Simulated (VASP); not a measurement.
A run of VASP 6.6.1 is set up as follows.

Contents of INCAR:

```
PREC = Accurate
ENCUT = 520
EDIFF = 1E-6
ISMEAR = 0
SIGMA = 0.1
LREAL = F
LASPH = T
NELM = 100
ALGO = Normal
ISIF = 2
LWAVE = F
LCHARG = F
GGA = PE
NBANDS = 28
```

File KPOINTS:

```
regular mesh
0
Gamma
  3 3 4
```

The input POSCAR:

```
LiSe6
1.0
    5.8424961400      0.0000000000      0.0000000000
   -2.9212480700      5.0597500800      0.0000000000
    0.0000000000      0.0000000000      4.9506730800
Li Se
1 6
Direct
    0.0000000000      0.0000000000      0.0000000000
    0.0000000000      0.3336124100      0.5000000000
    0.6663875900      0.6663875900      0.5000000000
    0.3336124100      0.0000000000      0.5000000000
    0.0000000000      0.6663875900      0.5000000000
    0.3336124100      0.3336124100      0.5000000000
    0.6663875900      0.0000000000      0.5000000000
```

Potentials or basis: VASP PAW PBE potentials, release 64 (Li_sv, Se).

Command:

```bash
$ cat potpaw_PBE.64/Li_sv/POTCAR potpaw_PBE.64/Se/POTCAR > POTCAR
$ mpirun -np 1 vasp_std > vasp.out
```

Problem. Estimate the band gap on the k mesh.

Solution. None (metal or under the smearing width).

Problem. What does it give for the largest force?

Solution. 0.283 eV/Å.

Forces on the atoms (eV/Å):
```
Li   0.000  0.000  0.000
Se  -0.141  0.245  0.000
Se  -0.141 -0.245  0.000
Se   0.283  0.000  0.000
Se   0.141 -0.245  0.000
Se   0.141  0.245  0.000
Se  -0.283  0.000  0.000
```

Caveat: the k mesh is coarse (spacing up to 0.41 Å⁻¹), so the values aren't converged.
